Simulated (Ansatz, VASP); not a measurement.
# GaP: VASP beside Ansatz

```
Ga P
1.0
     0.00000    2.72581    2.72581
     2.72581    0.00000    2.72581
     2.72581    2.72581    0.00000
Ga P
1 1
Direct
  0.00000 0.00000 0.00000
  0.75000 0.75000 0.75000
```

The cell is a database's computed one.

Alike in both runs: task single point; functional LDA; k mesh 6 × 6 × 6; occupations gaussian, width 0.1 eV; no spin polarisation.

|  | VASP | Ansatz |
| --- | --- | --- |
| version | VASP 6.6.1 | Ansatz 0.2.0 |
| potentials or method | VASP PAW LDA potentials, release 64 (Ga_d, P) | scalar-relativistic, plane waves, PAW |
| plane-wave cutoff (eV) | 520 | 600 |
| valence electrons in the cell | 18 | 18 |

```csv
,VASP,Ansatz,Ansatz less VASP
gap on the k mesh at the Fermi level (eV),1.49,1.49,0.000
least direct gap on the mesh (eV),1.63,1.60,-0.029
pressure (GPa),-2.7,-2.8,-0.07
```

Ansatz warned: «pseudo_functional_mismatch».

A k mesh can miss the band edges. Expect the measured gap to be larger: semilocal functionals such as LDA lack the derivative discontinuity.
